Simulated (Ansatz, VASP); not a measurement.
Two plane-wave programs on Nb

```xyz
1
Lattice="-1.6548 1.6548 1.6548 1.6548 -1.6548 1.6548 1.6548 1.6548 -1.6548" Properties=species:S:1:pos:R:3 pbc="T T T"
Nb    0.0000    0.0000    0.0000
```

Alike in both runs: task single point; functional PBE; k mesh 6 × 6 × 6; occupations fermi-dirac, width 0.1 eV; no spin polarisation.

```csv
,VASP,Ansatz
version,VASP 6.6.1,Ansatz 0.2.0
potentials or method,"VASP PAW PBE potentials, release 64 (Nb_sv)","plane waves (420 eV) with PAW, scalar-relativistic"
plane-wave cutoff (eV),520,420
valence electrons in the cell,13,13
```

|  | VASP | Ansatz | Ansatz less VASP |
| --- | --- | --- | --- |
| pressure (GPa) | -2.3 | -2.1 | +0.26 |

The functional is the same, so the differences come from potentials, cutoffs and numerics.

Caveats: the k mesh is coarse (spacing up to 0.45 Å⁻¹), so the values aren't converged.
